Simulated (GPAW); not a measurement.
## Quasiparticle gap of F (C2/c) in GPAW

Wanted: ground state, empty states, screening and self-energy for F (C2/c).

Program: GPAW 26.7.0. Level of theory: LDA and many-body steps on it, plane waves. Results are calculated unless marked as measured.

Report form: the programs' logs are mostly left out.

### Step 1. Set-up

The structure is monoclinic, space group C2/c (No. 15). The conventional cell has a = 5.113 Å, b = 3.168 Å, c = 6.622 Å, α = 90.00°, β = 94.87°, γ = 90.00°. Nearest to F lie 1 F at 1.41 Å.

The cell and positions are those that the Materials Project relaxed with its own functionals (PBE, PBE+U or r2SCAN), kept fixed.

### Step 2. Ground state

This step: GPAW 26.7.0; DFT, LDA, plane waves, PAW.

The ground-state density comes first.

run.py

```python
import json
import numpy as np
from gpaw.mpi import world
from ase import Atoms
from gpaw import GPAW, PW, FermiDirac

atoms = Atoms(['F', 'F', 'F', 'F'],
    cell=[[2.5563224246, -1.5840272486, 0.0000000000],
      [2.5563224246, 1.5840272486, 0.0000000000],
      [-0.5621106040, 0.0000000000, 6.5977088989]],
    scaled_positions=[[0.5958328800, 0.9153359700, 0.5979555000],
      [0.0846640300, 0.4041671200, 0.9020445000],
      [0.4041671200, 0.0846640300, 0.4020445000],
      [0.9153359700, 0.5958328800, 0.0979555000]],
    pbc=(True, True, True))
calc = GPAW(mode=PW(600),
    xc='LDA',
    kpts={'size': (8, 8, 4), 'gamma': True},
    occupations=FermiDirac(0.001),
    nbands=-8,
    convergence={'density': 1e-6, 'bands': -3},
    maxiter=100,
    txt='gs.txt')
atoms.calc = calc
res = {'energy': atoms.get_potential_energy()}
kpts = calc.get_ibz_k_points()
res['kpts'] = kpts
res['eigenvalues'] = [calc.get_eigenvalues(kpt=k) for k in range(len(kpts))]
res['n_electrons'] = calc.get_number_of_electrons()
calc.write('gs.gpw')

if world.rank == 0:
    with open('result.json', 'w') as f:
        json.dump(res, f, default=lambda x: x.tolist())
```

The run is started by

```bash
$ mpirun -n 4 gpaw python run.py
```

Run time: 20 s. Hardware: 4 MPI ranks of Arm Neoverse V2, shared host; peak memory 0.74 GiB.

Numbers from this step:

| Item | Value |
| --- | --- |
| total energy | -8.525 eV |
| gap | 2.516 eV |
| k of the valence top | 0, 0, 0 |
| k of the conduction bottom | 0, 0, 0 |
| least direct gap | 2.516 eV |

The gap is direct, at Γ.

### Step 3. Bands along the symmetry lines

Levels along a band path, at the cheap level, show where the edges lie and whether the meshes to come will hold them.

run.py

```python
import json
import numpy as np
from gpaw.mpi import world
from gpaw import GPAW

path = [[0.000000, 0.000000, 0.000000],
    [-0.043336, 0.043336, 0.000000],
    [-0.086672, 0.086672, 0.000000],
    [-0.130008, 0.130008, 0.000000],
    [-0.173344, 0.173344, 0.000000],
    [-0.216680, 0.216680, 0.000000],
    [-0.260016, 0.260016, 0.000000],
    [-0.303352, 0.303352, 0.000000],
    [-0.346689, 0.346689, -0.000000],
    [-0.653311, -0.346689, 0.000000],
    [-0.634148, -0.365852, 0.000000],
    [-0.614984, -0.385016, 0.000000],
    [-0.595820, -0.404180, 0.000000],
    [-0.576656, -0.423344, 0.000000],
    [-0.557492, -0.442508, 0.000000],
    [-0.538328, -0.461672, 0.000000],
    [-0.519164, -0.480836, 0.000000],
    [-0.500000, -0.500000, 0.000000],
    [-0.437500, -0.437500, 0.000000],
    [-0.375000, -0.375000, 0.000000],
    [-0.312500, -0.312500, 0.000000],
    [-0.250000, -0.250000, 0.000000],
    [-0.187500, -0.187500, 0.000000],
    [-0.125000, -0.125000, 0.000000],
    [-0.062500, -0.062500, 0.000000],
    [0.000000, 0.000000, 0.000000],
    [-0.062500, -0.062500, 0.062500],
    [-0.125000, -0.125000, 0.125000],
    [-0.187500, -0.187500, 0.187500],
    [-0.250000, -0.250000, 0.250000],
    [-0.312500, -0.312500, 0.312500],
    [-0.375000, -0.375000, 0.375000],
    [-0.437500, -0.437500, 0.437500],
    [-0.500000, -0.500000, 0.500000],
    [-0.519956, -0.480044, 0.500000],
    [-0.539912, -0.460088, 0.500000],
    [-0.559868, -0.440132, 0.500000],
    [-0.579824, -0.420176, 0.500000],
    [-0.599781, -0.400219, 0.500000],
    [-0.619737, -0.380263, 0.500000],
    [-0.639693, -0.360307, 0.500000],
    [-0.659649, -0.340351, 0.500000],
    [-0.340351, 0.340351, 0.500000],
    [-0.297807, 0.297807, 0.500000],
    [-0.255263, 0.255263, 0.500000],
    [-0.212719, 0.212719, 0.500000],
    [-0.170176, 0.170176, 0.500000],
    [-0.127632, 0.127632, 0.500000],
    [-0.085088, 0.085088, 0.500000],
    [-0.042544, 0.042544, 0.500000],
    [0.000000, 0.000000, 0.500000],
    [0.000000, 0.000000, 0.437500],
    [0.000000, 0.000000, 0.375000],
    [0.000000, 0.000000, 0.312500],
    [0.000000, 0.000000, 0.250000],
    [0.000000, 0.000000, 0.187500],
    [0.000000, 0.000000, 0.125000],
    [0.000000, 0.000000, 0.062500],
    [0.000000, 0.000000, 0.000000],
    [-0.500000, 0.000000, 0.500000],
    [-0.437500, 0.000000, 0.437500],
    [-0.375000, 0.000000, 0.375000],
    [-0.312500, 0.000000, 0.312500],
    [-0.250000, 0.000000, 0.250000],
    [-0.187500, 0.000000, 0.187500],
    [-0.125000, 0.000000, 0.125000],
    [-0.062500, 0.000000, 0.062500],
    [0.000000, 0.000000, 0.000000],
    [-0.062500, 0.000000, 0.000000],
    [-0.125000, 0.000000, 0.000000],
    [-0.187500, 0.000000, 0.000000],
    [-0.250000, 0.000000, 0.000000],
    [-0.312500, 0.000000, 0.000000],
    [-0.375000, 0.000000, 0.000000],
    [-0.437500, 0.000000, 0.000000],
    [-0.500000, 0.000000, 0.000000]]
calc = GPAW('gs.gpw').fixed_density(kpts=path,
    symmetry='off',
    nbands=24,
    convergence={'bands': 20},
    txt='bands.txt')
res = {}
kpts = calc.get_ibz_k_points()
res['kpts'] = kpts
res['eigenvalues'] = [calc.get_eigenvalues(kpt=k) for k in range(len(kpts))]
res['n_electrons'] = calc.get_number_of_electrons()

if world.rank == 0:
    with open('result.json', 'w') as f:
        json.dump(res, f, default=lambda x: x.tolist())
```

The run is started by

```bash
$ mpirun -n 4 gpaw python run.py
```

It took 11 s on 4 MPI ranks; peak memory 0.74 GiB; 43 s of CPU time.

Numbers from this step:

```yaml
gap: 2.516 eV
k_of_the_valence_top: 0, 0, 0
k_of_the_conduction_bottom: 0, 0, 0
least_direct_gap: 2.516 eV
```

The gap is 2.516 eV, as in the run before at this level.

Electronic bands along the path, in eV, zero at the top of the highest filled band:

```tsv
point	band 11	band 12	band 13	band 14	band 15	band 16	band 17	band 18
Γ	-0.52	-0.19	-0.06	0.00	2.52	3.66	9.36	11.76
halfway	-0.40	-0.40	-0.27	-0.12	2.90	3.48	11.49	13.87
C	-0.80	-0.59	-0.33	-0.19	3.05	3.41	14.70	15.42
jump to C2	-0.80	-0.59	-0.33	-0.19	3.05	3.41	14.70	15.42
halfway	-0.98	-0.64	-0.31	-0.18	2.89	3.53	14.39	15.47
Y2	-1.04	-0.68	-0.32	-0.18	2.83	3.57	14.31	15.14
halfway	-0.58	-0.56	-0.21	-0.13	2.70	3.62	11.18	13.40
Γ	-0.52	-0.19	-0.06	0.00	2.52	3.66	9.36	11.76
halfway	-0.57	-0.41	-0.30	-0.22	2.82	3.50	11.29	12.99
M2	-0.64	-0.64	-0.47	-0.47	3.20	3.20	14.67	14.67
halfway	-0.60	-0.60	-0.42	-0.42	3.20	3.20	14.82	14.82
D	-0.50	-0.50	-0.35	-0.35	3.20	3.20	15.21	15.21
jump to D2	-0.50	-0.50	-0.35	-0.35	3.20	3.20	15.21	15.21
halfway	-0.31	-0.31	-0.18	-0.18	3.14	3.14	12.11	12.11
A	-0.39	-0.39	-0.03	-0.03	3.08	3.08	10.26	10.26
halfway	-0.49	-0.25	-0.05	-0.01	2.68	3.48	9.61	11.12
Γ	-0.52	-0.19	-0.06	0.00	2.52	3.66	9.36	11.76
jump to L2	-0.57	-0.51	-0.17	-0.05	3.14	3.20	14.40	14.58
halfway	-0.46	-0.35	-0.18	-0.08	2.86	3.44	11.11	12.61
Γ	-0.52	-0.19	-0.06	0.00	2.52	3.66	9.36	11.76
halfway	-0.48	-0.39	-0.15	-0.11	2.78	3.55	10.96	13.31
V2	-0.67	-0.61	-0.18	-0.14	3.23	3.25	14.17	14.22
```

### Step 4. Empty states on the mesh, 4×4×2 mesh, 52 bands

The sums over transitions need many empty states on a uniform mesh; this step solves for them.

run.py

```python
import json
import numpy as np
from gpaw.mpi import world
from gpaw import GPAW

calc = GPAW('gs.gpw').fixed_density(kpts={'size': (4, 4, 2), 'gamma': True},
    nbands=60,
    convergence={'bands': 52},
    txt='nscf.txt')
calc.write('full.gpw', mode='all')
res = {}
kpts = calc.get_ibz_k_points()
res['kpts'] = kpts
res['eigenvalues'] = [calc.get_eigenvalues(kpt=k) for k in range(len(kpts))]
res['n_electrons'] = calc.get_number_of_electrons()

if world.rank == 0:
    with open('result.json', 'w') as f:
        json.dump(res, f, default=lambda x: x.tolist())
```

The run is started by

```bash
$ mpirun -n 4 gpaw python run.py
```

The job ended after 12 s (4 MPI ranks; peak memory 0.72 GiB; 46 s of CPU time).

This step gave:

```
gap                                                           : 2.516 eV
k of the valence top                                          : 0, 0, 0
k of the conduction bottom                                    : 0, 0, 0
least direct gap                                              : 2.516 eV
k points computed                                             : 20
lowest point of the top converged band, above the valence top : 46.16 eV
```

On this mesh the gap is 2.516 eV.

### Step 5. Screening and self-energy, 4×4×2 mesh, 42 bands, screening to 50 eV

Now the one-shot GW correction: screening in the RPA, then the self-energy of the levels asked for.

This step: G0W0 on LDA, plane waves, PAW.

run.py

```python
import json
import numpy as np
from gpaw.mpi import world
from gpaw.response.g0w0 import G0W0

gw = G0W0('full.gpw',
    filename='gw',
    kpts=[0],
    bands=(12, 16),
    ecut=50,
    nbands=42,
    integrate_gamma='WS',
    ppa=True)
gw.calculate()
res = {mode: {k: v for k, v in r.items() if k != 'sigma_eskwn'}
       for mode, r in gw.all_results.items()}

if world.rank == 0:
    with open('result.json', 'w') as f:
        json.dump(res, f, default=lambda x: x.tolist())
```

The run is started by

```bash
$ mpirun -n 4 gpaw python run.py
```

The job ended after 15 s (4 MPI ranks; peak memory 0.79 GiB).

Numbers from this step:

* G0W0 gap on the points computed: 9.569 eV
* least direct G0W0 gap on the computed points: 9.569 eV
* Z at the valence top: 0.8089
* Z at the conduction bottom: 0.8256
* starting gap on the mesh: 2.516 eV
* k of the valence top: 0, 0, 0
* k of the conduction bottom: 0, 0, 0

The gap on the mesh goes from 2.52 eV to 9.57 eV, a correction of +7.05 eV.

Limits: finite bands, cutoff and mesh; coarse k mesh. v1 is the top filled band, c1 the lowest empty one. Levels before and after the correction, in eV, zero at the valence-band top of each column:

```tsv
	conduction bottom	valence top
Kohn-Sham	2.52	0.00
G0W0	9.57	0.00
```

```tsv
	level	energy (eV)
Kohn-Sham	Γ v2	-0.059
Kohn-Sham	Γ v1	0.000
Kohn-Sham	Γ c1	2.516
Kohn-Sham	Γ c2	3.662
G0W0	Γ v2	-0.055
G0W0	Γ v1	0.000
G0W0	Γ c1	9.569
G0W0	Γ c2	11.268
```

### Step 6. Where the time went

Times are wall times on 4 MPI ranks of Arm Neoverse V2, shared host, good to a factor of about two.

```tsv
step	time	share	memory (GiB)
ground state	20 s	35 %	0.74
bands along the symmetry lines	11 s	19 %	0.74
empty states on the mesh	12 s	20 %	0.72
screening and self-energy	15 s	26 %	0.79
```

### Step 7. What came out

```json
{
  "LDA gap": "2.52 eV, direct",
  "G0W0 gap on the mesh": "9.57 eV",
  "GW settings": "4×4×2 mesh, 42 bands, screening to 50 eV, Godby-Needs plasmon pole",
  "known limits": "not at the basis limit; coarse k mesh"
}
```

G0W0 moves the gap on the mesh from 2.52 eV to 9.57 eV (+7.05 eV), with Z of 0.81 and 0.83 at the edges. Only 1 of the mesh's irreducible points was corrected, so a valley elsewhere could overtake. Bands and cutoff are finite, so the gap is not at the basis limit. The miss can reach some tenths of an eV and take either sign; the mesh is an error of its own. These stock PAW sets were not made for GW. In the G0W0 run levels were corrected at 1 k point alone, so a gap called «on the mesh» is the least over those, and an edge elsewhere would be missed. The 4×4×2 mesh is coarse for this cell, which bears on the long-range parts of exchange and screening.

[Paths, hosts, dates, memory and timing lines, banners, echoed tables and standing remarks are left out of the program output.]

[Logs are printed without paths, hosts, clocks, repeated set-up lines and the standing remarks that a program may print on its own settings, such as how far it seeks lower states.]

[Runs of the session that timed out or met a known fault of the program may be left out.]

[Hosts, paths, dates, database ids (printed as entryN), source tags and the programs' standing remarks are cut or masked in the printed files.]
